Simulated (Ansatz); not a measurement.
The system is Ru.

```
Ru
1.0
     2.70580    0.00000    0.00000
    -1.35290    2.34329    0.00000
     0.00000    0.00000    4.28190
Ru
2
Direct
  0.66667 0.33333 0.75000
  0.33333 0.66667 0.25000
```

Base run:

```yaml
Program: Ansatz 0.2.0
Functional: BLYP
Potentials_or_basis: Ansatz PAW
Cutoff: "420 eV (not typed: the program's choice for these potentials)"
k_mesh: 11 × 11 × 6
Occupations: fermi-dirac, width 0.05 eV
Spin: no spin polarisation
```

Its results: band gap on the k mesh none (metal or under the smearing width); pressure 18.8 GPa.

The run is repeated on the same cell with these changes: functional from BLYP to PBE. What comes out?

Band gap on the k mesh none (metal or under the smearing width); pressure 4.6 GPa.

PBE binds more tightly than BLYP, so the same cell stands under less pressure.

Caveats: so large a pressure means that the cell lies far from this level's equilibrium, or that cutoff or potentials fall short (some runs); the PAW data sets come from PBE, with cores solved anew for the run's functional, which leaves a small shift of forces and pressure (some runs).
